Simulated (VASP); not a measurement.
These are PBE GGA, VASP's PBE PAW potentials (set 64) (plane waves; VASP) values and carry that method's errors.

Gaps are without spin-orbit coupling.

```json
{
  "volume_per_atom": "20.86 Å^3/atom",
  "band gap (over mesh and band path)": "1.63 eV",
  "smallest direct gap (over mesh and band path)": "3.09 eV",
  "hill_bulk_modulus": "82.8 GPa",
  "hill_shear_modulus": "47.2 GPa"
}
```

Question: Which relaxed crystal gives these values?
A) BaS, Fm-3m (225)
B) AlP, F-43m (216)
C) BeTe, F-43m (216)
D) MgF2, P4_2/mnm (136)

Answer: B, AlP, F-43m (216)
